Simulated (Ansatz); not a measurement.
# TiAl: pressure against volume, part 2 of 2

Aim: scale the cell of TiAl up and down at fixed shape and fractional positions, and get the equilibrium volume and bulk modulus with LAPW, PAW and all-electron datasets made for the crystal.

Ansatz 0.2.0; DFT PBEsol; a database cell (COD). «Crystal datasets» are all-electron PAW datasets made for this crystal. Earlier steps stand in the parts before.

**10. Volume × 1.01, crystal datasets**

Input file input.yaml:

```yaml
crystal:
  lattice:
    - [2.8467263151, 0.0, 0.0]
    - [0.0, 2.8467263151, 0.0]
    - [0.0, 0.0, 4.0725854811]
  atoms:
    - { symbol: Ti, position: [0.0, 0.0, 0.0] }
    - { symbol: Al, position: [0.5, 0.5, 0.5] }
kpoints:
  mp_grid: { grid: [12, 12, 8] }
scf:
  occupations: { method: fermi_dirac, width: 0.05 }
hamiltonian:
  xc: pbesol
  pseudopotentials: { kind: all_electron, datasets: crystal }
output:
  forces: true
  stress: true
  eigenvalues: true
  efg: { contact_densities: true }
```

Run with:

```console
> ansatz run input.yaml --threads 1 --pin off --max-ram 3072MiB --backend cpu --events-out ev --progress --plain --runs-dir out
```

The log of the run (excerpt; [...] marks lines left out):

```text
[...]
Pseudopotentials: kind: all_electron
Pseudopotential: Ti, paw, valence charge 12, recommended cutoff 220 eV (normal), Koelling and Harmon's equation, gaussian nucleus
Pseudopotential: Al, paw, valence charge 3, recommended cutoff 220 eV (normal), Koelling and Harmon's equation, gaussian nucleus
Functional definition: PBEsol
[...]
Crystal: 2 atoms, lattice volume = 33.004 Å³
Basis set: ecut = 220 eV, 237 PW (Γ), exchange–correlation on 30×30×40 points (8 copies of the dense FFT grid, shifted against one another)
Bands: 8, of which v1, the nominal top of the filled ones, is band 4 counted from 1 (3 counted from 0)
Symmetry: 16 space group operations
Space group: P4/mmm (ITA 123), of the structure as read, at distance tolerance 3.2e-5 Å
k-points: 140 of 1152
[...]
--- Forces (eV/Å), atoms counted from 1 ---
  atom   1  Ti    -0.00000000     0.00000000     0.00000000
  atom   2  Al     0.00000000     0.00000000     0.00000000
[...]
--- Stress (GPa, compression-positive) ---
       -5.183476       0.000000       0.000000
        0.000000      -5.183476       0.000000
        0.000000       0.000000      -4.623352
  P = ⅓ Tr σ = -4.9968 GPa (-49.968 kbar)
  It holds what live shells' own plane waves past their cutoff add
--- PAW observables at the nuclei: V_zz in 10²¹ V/m², potentials from the cell's mean, atoms counted from 1 ---
  atom   1  Ti V_zz =    +2.678260   η = 0.0000   by run symmetry: allowed
            electrostatic potential = -2527.664588 V   contact ρ = 56686.175025 e/Å³
  atom   2  Al V_zz =    -2.294291   η = 0.0000   by run symmetry: allowed
            electrostatic potential = -1231.168984 V   contact ρ = 10049.320885 e/Å³
--- Band table (eV; the first three rows and the last of 140) ---
  k-point 0: bands = ["2.8725", "9.9824", "10.9916", "11.5182", "13.9100", "13.9100", "14.9959"]
[...]
```

Wall time 12 s (1 thread of Arm Neoverse N1, shared host); peak memory 0.42 GiB.

Read from it: pressure -5.00 GPa; no gap; Vzz Ti1 2.68 (η = 0.00), Al2 -2.29 (η = 0.00) (10²¹ V/m²).

**11. Volume × 1.04, LAPW**

Input file input.yaml:

```yaml
crystal:
  lattice:
    - [2.8746371765, 0.0, 0.0]
    - [0.0, 2.8746371765, 0.0]
    - [0.0, 0.0, 4.1125153361]
  atoms:
    - { symbol: Ti, position: [0.0, 0.0, 0.0] }
    - { symbol: Al, position: [0.5, 0.5, 0.5] }
kpoints:
  mp_grid: { grid: [12, 12, 8] }
  band_path:
    path:
      - [0.0, 0.0, 0.0]
      - [0.0, 0.5, 0.0]
      - [0.5, 0.5, 0.0]
      - [0.0, 0.0, 0.0]
      - [0.0, 0.0, 0.5]
      - [0.0, 0.5, 0.5]
      - [0.5, 0.5, 0.5]
      - [0.0, 0.0, 0.5]
      - [0.0, 0.5, 0.0]
    npoints: 5
scf:
  occupations: { method: fermi_dirac, width: 0.05 }
hamiltonian:
  xc: pbesol
  pseudopotentials: { kind: all_electron, lapw: { basis_error: 0.001 } }
output:
  forces: true
  stress: true
  eigenvalues: true
```

Run with:

```console
> ansatz run input.yaml --threads 1 --pin off --max-ram 3072MiB --backend cpu --events-out ev --progress --plain --runs-dir out
```

The log of the run (excerpt; [...] marks lines left out):

```text
LAPW: plane waves up to 7.657 Å⁻¹, error target 1.0e-3 eV per atom; small_component_spin mean_spin; Al in spheres of 1.437 Å, 11 of its electrons in bands, Dirac shells []; Ti in spheres of 1.437 Å, 12 of its electrons in bands, Dirac shells []
[...]
[... 4 set-up lines as earlier in the session ...]
[...]
Crystal: 2 atoms, lattice volume = 33.984 Å³
Basis set: ecut = 223.3526590748728 eV, 255 PW (Γ), exchange–correlation at level 2
Bands: 16, of which v1, the nominal top of the filled ones, is band 12 counted from 1 (11 counted from 0)
[... 2 set-up lines as earlier in the session ...]
k-points: 140 of 1152
[...]
SCF iter   7: F=-29802.920935 eV  HF=-29802.920935 eV  |F-HF|=2.20e-8  |Δ(HF+E_count)|=   2.68e-8  Δρ=5.68e-6  dr2=2.51e-8  ethr=4.09e-9  ⟨swp⟩=2.1  Hψ=6430  notcnv=0
[...]
NSCF: frozen V_eff on 41 k-points
SCF converged after 7 iterations
Free energy (F): -29802.920935 eV
[...]
E sigma→0 (E₀):  -29802.913718 eV
Entropy (-TS):   -0.014435 eV (-7.217 meV/atom)
Fermi energy:    11.401495 eV
[...]
--- Forces (eV/Å), atoms counted from 1 ---
  atom   1  Ti    -0.00000000    -0.00000000     0.00000000
  atom   2  Al    -0.00000000    -0.00000000     0.00000000
[...]
--- Stress (GPa, compression-positive) ---
       -7.952850       0.000000       0.000000
        0.000000      -7.952850       0.000000
        0.000000       0.000000      -7.385147
  P = ⅓ Tr σ = -7.7636 GPa (-77.636 kbar)
--- Band table (eV; the first three rows and the last of 140) ---
  k-point 0: bands = ["-90.7573", "-52.4403", "-52.4403", "-52.4056", "-45.0707", "-21.5618", "-21.1659", "-21.1659", "2.6008", "9.6351", "10.6266", "11.0854", "13.4328", "13.4328", "14.4766", "17.3154"]
[...]
```

It took 31 s on 1 thread of Arm Neoverse N1, shared host; peak memory 0.43 GiB.

Result: pressure -7.76 GPa; no gap.

**12. Volume × 1.04, PAW**

Input file input.yaml:

```yaml
crystal:
  lattice:
    - [2.8746371765, 0.0, 0.0]
    - [0.0, 2.8746371765, 0.0]
    - [0.0, 0.0, 4.1125153361]
  atoms:
    - { symbol: Ti, position: [0.0, 0.0, 0.0] }
    - { symbol: Al, position: [0.5, 0.5, 0.5] }
kpoints:
  mp_grid: { grid: [12, 12, 8] }
scf:
  occupations: { method: fermi_dirac, width: 0.05 }
hamiltonian:
  xc: pbesol
  pseudopotentials: { kind: paw }
output:
  forces: true
  stress: true
  eigenvalues: true
  efg: { contact_densities: true }
```

Run with:

```console
> ansatz run input.yaml --threads 1 --pin off --max-ram 3072MiB --backend cpu --events-out ev --progress --plain --runs-dir out
```

The log of the run (excerpt; [...] marks lines left out):

```text
[...]
[... 4 set-up lines as earlier in the session ...]
[...]
Crystal: 2 atoms, lattice volume = 33.984 Å³
Basis set: ecut = 420 eV, 673 PW (Γ), exchange–correlation on 40×40×60 points (8 copies of the dense FFT grid, shifted against one another)
Bands: 12, of which v1, the nominal top of the filled ones, is band 8 counted from 1 (7 counted from 0)
[... 2 set-up lines as earlier in the session ...]
k-points: 140 of 1152
[...]
SCF iter   1: F=—  HF=-2999.214053 eV  |F-HF|=—  |Δ(HF+E_count)|=         —  Δρ=4.29e-3  dr2=3.86e-3  ethr=1.77e-3  ⟨swp⟩=5.0  Hψ=8552  notcnv=0
[...]
Fermi energy:    10.281144 eV
[...]
--- Forces (eV/Å), atoms counted from 1 ---
  atom   1  Ti    -0.00000000    -0.00000000     0.00000000
  atom   2  Al     0.00000000     0.00000000     0.00000000
[...]
--- Stress (GPa, compression-positive) ---
       -7.923608       0.000000       0.000000
        0.000000      -7.923608       0.000000
        0.000000       0.000000      -7.365657
  P = ⅓ Tr σ = -7.7376 GPa (-77.376 kbar)
--- PAW observables at the nuclei: V_zz in 10²¹ V/m², potentials from the cell's mean, atoms counted from 1 ---
  atom   1  Ti V_zz =    +2.587475   η = 0.0000   by run symmetry: allowed
            electrostatic potential = -2528.569322 V   contact ρ = 56638.978015 e/Å³
  atom   2  Al V_zz =    -2.226382   η = 0.0000   by run symmetry: allowed
            electrostatic potential = -1232.151061 V   contact ρ = 10043.249713 e/Å³
--- Band table (eV; the first three rows and the last of 140) ---
  k-point 0: bands = ["-46.1910", "-22.6823", "-22.2845", "-22.2845", "1.4839", "8.5139", "9.5070", "9.9674", "12.3118", "12.3118", "13.3573", "16.1908"]
[...]
```

It took 6.7 s on 1 thread of Arm Neoverse N1, shared host; peak memory 0.36 GiB.

In short: pressure -7.74 GPa; no gap; Vzz Ti1 2.59 (η = 0.00), Al2 -2.23 (η = 0.00) (10²¹ V/m²).

**13. Volume × 1.04, crystal datasets**

input.yaml, as its differences from that of step 12:

```diff
@@ -14,3 +14,3 @@
   xc: pbesol
-  pseudopotentials: { kind: paw }
+  pseudopotentials: { kind: all_electron, datasets: crystal }
 output:
```

Run with:

```console
> ansatz run input.yaml --threads 1 --pin off --max-ram 3072MiB --backend cpu --events-out ev --progress --plain --runs-dir out
```

The log of the run (excerpt; [...] marks lines left out):

```text
[...]
[... 4 set-up lines as earlier in the session ...]
[...]
Crystal: 2 atoms, lattice volume = 33.984 Å³
Basis set: ecut = 220 eV, 253 PW (Γ), exchange–correlation on 30×30×40 points (8 copies of the dense FFT grid, shifted against one another)
Bands: 8, of which v1, the nominal top of the filled ones, is band 4 counted from 1 (3 counted from 0)
[... 2 set-up lines as earlier in the session ...]
k-points: 140 of 1152
[...]
--- Forces (eV/Å), atoms counted from 1 ---
  atom   1  Ti     0.00000000     0.00000000     0.00000000
  atom   2  Al     0.00000000     0.00000000     0.00000000
[...]
--- Stress (GPa, compression-positive) ---
       -7.952437       0.000000       0.000000
        0.000000      -7.952437       0.000000
        0.000000       0.000000      -7.384629
  P = ⅓ Tr σ = -7.7632 GPa (-77.632 kbar)
  It holds what live shells' own plane waves past their cutoff add
--- PAW observables at the nuclei: V_zz in 10²¹ V/m², potentials from the cell's mean, atoms counted from 1 ---
  atom   1  Ti V_zz =    +2.700771   η = 0.0000   by run symmetry: allowed
            electrostatic potential = -2527.161980 V   contact ρ = 56685.881724 e/Å³
  atom   2  Al V_zz =    -2.247443   η = 0.0000   by run symmetry: allowed
            electrostatic potential = -1230.663535 V   contact ρ = 10049.326180 e/Å³
--- Band table (eV; the first three rows and the last of 140) ---
  k-point 0: bands = ["2.6008", "9.6351", "10.6265", "11.0854", "13.4328", "13.4328", "14.4763"]
[...]
```

Run time: 13 s. Hardware: 1 thread of Arm Neoverse N1, shared host; peak memory 0.43 GiB.

This run gives: pressure -7.76 GPa; no gap; Vzz Ti1 2.70 (η = 0.00), Al2 -2.25 (η = 0.00) (10²¹ V/m²).

**14. All volumes together**

The rows at scale 1 come from earlier runs of the unscaled cell with the same settings.

```
          method  volume (Å³/atom)  F above the lowest (meV/atom)  pressure (GPa)  Vzz Ti1 (10²¹ V/m²)  Vzz Al2 (10²¹ V/m²)
            LAPW            15.358                            2.9            3.36                    –                    –
            LAPW            16.012                            0.0           -1.78                    –                    –
            LAPW            16.338                            5.9           -3.98                    –                    –
            LAPW            16.502                           10.5           -5.00                    –                    –
            LAPW            16.992                           30.1           -7.76                    –                    –
             PAW            15.358                            3.1            3.41                 2.50                -2.39
             PAW            16.012                            0.0           -1.73                 2.54                -2.32
             PAW            16.338                            5.8           -3.94                 2.56                -2.29
             PAW            16.502                           10.4           -4.97                 2.56                -2.27
             PAW            16.992                           29.9           -7.74                 2.59                -2.23
crystal datasets            15.358                              –            3.36                 2.62                -2.41
crystal datasets            16.012                              –           -1.77                 2.65                -2.34
crystal datasets            16.338                              –           -3.98                 2.67                -2.31
crystal datasets            16.502                              –           -5.00                 2.68                -2.29
crystal datasets            16.992                              –           -7.76                 2.70                -2.25
```

**15. Results**

This closing draws on all 2 parts.

| quantity | value |
| --- | --- |
| equilibrium volume (LAPW) | 15.770 Å³/atom |
| bulk modulus (LAPW) | 120 GPa |
| its pressure derivative (LAPW) | 3.9 |
| equilibrium volume (PAW) | 15.776 Å³/atom |
| bulk modulus (PAW) | 121 GPa |
| its pressure derivative (PAW) | 3.9 |
| equilibrium volume (crystal datasets) | 15.770 Å³/atom |
| bulk modulus (crystal datasets) | 120 GPa |
| its pressure derivative (crystal datasets) | 3.9 |

In words: A third-order Birch-Murnaghan fit to the LAPW pressures puts zero pressure at 15.77 Å³/atom, -3.5 % from the given cell, with a bulk modulus of 120 GPa. Shape and positions are held, so a fully relaxed modulus can be lower. PAW's volume lies +0.04 % and its modulus +0.2 % from LAPW's. No thermal or zero-point expansion is included.
